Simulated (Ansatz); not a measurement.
Input of an Ansatz 0.2.0 run:

input.yaml

```yaml
crystal:
  lattice:
    - [0.0, 3.231, 3.231]
    - [3.231, 0.0, 3.231]
    - [3.231, 3.231, 0.0]
  atoms:
    - { symbol: Pb, position: [0.0, 0.0, 0.0] }
    - { symbol: Te, position: [0.5, 0.5, 0.5] }
hamiltonian:
  xc: pbe
  pseudopotentials: { kind: paw_fr }
  dispersion: d3bjatm
magnetization:
  noncollinear: true
  spin_orbit: true
kpoints:
  mp_grid: { grid: [7, 7, 7] }
scf:
  occupations: { method: fixed }
output:
  forces: true
  stress: true
  eigenvalues: true
  efg: {}
```

Potentials or basis: Ansatz PAW.

Command:

```bash
$ ansatz run input.yaml --threads 1 --pin off --max-ram 2560MiB --backend cpu --events-out ev --progress --plain --runs-dir out
```

(1) Predict the pressure.

Answers

(1) 0.1 GPa.

Caveat: this odd mesh misses L, where the gap lies, so gap, dielectric constants and Born charges aren't listed.
